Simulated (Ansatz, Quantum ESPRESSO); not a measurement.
This is a calculation of CdGeAs2 for Quantum ESPRESSO 7.5. The cell is a database's computed one, not the measured one.

File pw.in:

```
&CONTROL
  calculation = 'scf'
  prefix = 'pwscf'
  outdir = './tmp'
  pseudo_dir = './pseudo'
  tprnfor = .true.
  tstress = .true.
  disk_io = 'nowf'
/
&SYSTEM
  ibrav = 0
  nat = 8
  ntyp = 3
  ecutwfc = 45
  ecutrho = 360
  nbnd = 48
  occupations = 'smearing'
  smearing = 'fd'
  degauss = 0.00367493
/
&ELECTRONS
  conv_thr = 1.6d-09
  electron_maxstep = 120
  mixing_beta = 0.5
/
ATOMIC_SPECIES
Cd   112.4140 cd_pbesol_v1.uspp.F.UPF
As    74.9216 as_pbesol_v1.uspp.F.UPF
Ge    72.6300 ge_pbesol_v1.4.uspp.F.UPF
CELL_PARAMETERS angstrom
  -2.9888745628    2.9888745628    5.6642966801
   2.9888745628   -2.9888745628    5.6642966801
   2.9888745628    2.9888745628   -5.6642966801
ATOMIC_POSITIONS crystal
Cd     0.5000000000    0.5000000000    0.0000000000
Cd     0.2500000000    0.7500000000    0.5000000000
As     0.0962175700    0.1250000000    0.4712175700
As     0.3750000000    0.9037824300    0.0287824300
As     0.6537824300    0.6250000000    0.5287824300
As     0.8750000000    0.3462175700    0.9712175700
Ge     0.7500000000    0.2500000000    0.5000000000
Ge     0.0000000000    0.0000000000    0.0000000000
K_POINTS automatic
6 6 6 0 0 0
```

Potentials or basis: GBRV 1.5 PBEsol.

Command:

```sh
$ OMP_NUM_THREADS=1 mpirun -n 2 pw.x -nk 2 -in pw.in > pw.out
```

**Question.** What does the same run look like in Ansatz 0.2.0? Potentials or basis there: Ansatz PAW, cutoff 420 eV.

**Answer.** As run (cutoffs and basis follow the program's own potentials, and thresholds, step limits or extra output files can differ):

Contents of input.yaml:

```yaml
crystal:
  lattice:
    - [-2.9888745628, 2.9888745628, 5.6642966801]
    - [2.9888745628, -2.9888745628, 5.6642966801]
    - [2.9888745628, 2.9888745628, -5.6642966801]
  atoms:
    - { symbol: Cd, position: [0.5, 0.5, 0.0] }
    - { symbol: Cd, position: [0.25, 0.75, 0.5] }
    - { symbol: As, position: [0.09621757, 0.125, 0.47121757] }
    - { symbol: As, position: [0.375, 0.90378243, 0.02878243] }
    - { symbol: As, position: [0.65378243, 0.625, 0.52878243] }
    - { symbol: As, position: [0.875, 0.34621757, 0.97121757] }
    - { symbol: Ge, position: [0.75, 0.25, 0.5] }
    - { symbol: Ge, position: [0.0, 0.0, 0.0] }
hamiltonian:
  xc: pbesol
  pseudopotentials: { kind: paw }
kpoints:
  mp_grid: { grid: [6, 6, 6] }
scf:
  occupations: { method: fermi_dirac, width: 0.05 }
output:
  forces: true
  stress: true
  eigenvalues: true
```

Potentials or basis: Ansatz PAW.

Launch:

```sh
$ ansatz run input.yaml --threads 4 --pin off --max-ram 11264MiB --backend cpu --events-out ev --progress --plain --runs-dir out
```

Both were run:

|  | Quantum ESPRESSO | Ansatz |
| --- | --- | --- |
| Pressure | -0.5 GPa | -0.7 GPa |
| Largest force | 0.173 eV/Å | 0.178 eV/Å |

Ansatz's pressure holds a Pulay term of +0.03 GPa for its cutoff of 420 eV, which the other run lacks.

The potentials hold 72 and 128 valence electrons a cell.

Ansatz's potentials were made for PBE.

Where Ansatz's input types no cutoff or centring, it takes its own default and a Γ-centred mesh.

Pressure is positive in compression.
